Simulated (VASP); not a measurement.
A run of VASP 6.6.1:

POSCAR

```
Si
1.0
    3.8375530000      0.0000000000      0.0000000000
    1.9187765000      3.3234183864      0.0000000000
    1.9187765000      1.1078061288      3.1333489036
Si
2
Direct
    0.7500000000      0.7500000000      0.7500000000
    0.5000000000      0.5000000000      0.5000000000
```

INCAR.step1

```
PREC = Accurate
ENCUT = 520
EDIFF = 1E-5
ISMEAR = 0
SIGMA = 0.01
LREAL = F
LASPH = T
NELM = 80
ALGO = Normal
ISIF = 2
LWAVE = T
GGA = PE
NBANDS = 11
```

INCAR.step2

```
PREC = Accurate
ENCUT = 520
EDIFF = 1E-7
ISMEAR = 0
SIGMA = 0.01
LREAL = F
LASPH = T
NELM = 80
ALGO = Normal
ISIF = 2
LWAVE = F
LCHARG = T
GGA = PE
LHFCALC = T
AEXX = 0.35
HFSCREEN = 0.20786987370883472
PRECFOCK = Normal
LELF = T
LVHAR = T
ISTART = 1
NBANDS = 11
```

File KPOINTS:

```
Automatic mesh
0
Gamma
  4 4 4
```

Potentials or basis: VASP PAW PBE potentials, release 64 (Si).

The run is started by

```bash
$ cat potpaw_PBE.64/Si/POTCAR > POTCAR
$ cp INCAR.step1 INCAR
$ mpirun -np 1 vasp_std > vasp.out
$ cp INCAR.step2 INCAR
$ mpirun -np 1 vasp_std > vasp.out
```

Hardware: 1 thread of AMD EPYC 9R45 (Zen 5), on a shared host.

Question: How long does it take, and how much memory?

Answer: Wall time 79 s on 1 thread of AMD EPYC 9R45 (Zen 5), on a shared host, peak memory 0.22 GiB. Counts: scf iterations 11, k points 8.
